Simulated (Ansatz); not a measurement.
WSe2: random displacements

Level of theory: Ansatz 0.2.0, DFT LDA, scalar-relativistic, plane waves, PAW. Settings: plane waves to 420 eV, k-mesh 12×12×2 (Γ-centred), Gaussian smearing 0.05 eV. Spin–orbit coupling is left out, which matters for the heavy elements here. No spin polarisation. Energies are free energies at this smearing, counted from the undisturbed cell; pressure is positive in compression.

Zero of the scan (as given, not relaxed at this level):

```yaml
crystal:
  lattice:
    - [3.29000, 0.00000, 0.00000]
    - [-1.64500, 2.84922, 0.00000]
    - [0.00000, 0.00000, 12.97000]
  atoms:
    - { symbol: W, position: [0.33333, 0.66667, 0.25000] }
    - { symbol: W, position: [0.66667, 0.33333, 0.75000] }
    - { symbol: Se, position: [0.33333, 0.66667, 0.62100] }
    - { symbol: Se, position: [0.66667, 0.33333, 0.12100] }
    - { symbol: Se, position: [0.33333, 0.66667, 0.87900] }
    - { symbol: Se, position: [0.66667, 0.33333, 0.37900] }
```

The cell holds layers and no dispersion correction was added, so their binding is poorly described.

After a displacement of all atoms with no net shift, the run gives ΔE = 18.2 meV/atom; stress (xx, yy, zz, yz, xz, xy; compression positive) (-1.78, -2.01, 1.79, 1.11, 0.00, -0.65) GPa; gap on the mesh 0.84 eV.

```tsv
atom	Fx (eV/Å)	Fy	Fz
W1	-0.332	0.262	-1.673
W2	0.866	-0.025	0.909
Se3	-0.588	-0.334	-1.101
Se4	0.305	-0.052	0.837
Se5	-0.270	0.353	0.214
Se6	0.020	-0.204	0.815
```

Which displacements (Å, in the unstrained cell) and strain were applied?

| atom | ux | uy | uz |
| --- | --- | --- | --- |
| W1 | 0.02 | -0.02 | 0.06 |
| W2 | -0.04 | 0.01 | -0.04 |
| Se3 | 0.02 | 0.05 | 0.04 |
| Se4 | -0.02 | -0.01 | 0.01 |
| Se5 | -0.01 | -0.03 | -0.06 |
| Se6 | 0.02 | 0.00 | -0.02 |
The cell is not strained.

Cost: 1 run of about 1.5 core-minutes, on Arm Neoverse V1 (shared hosts).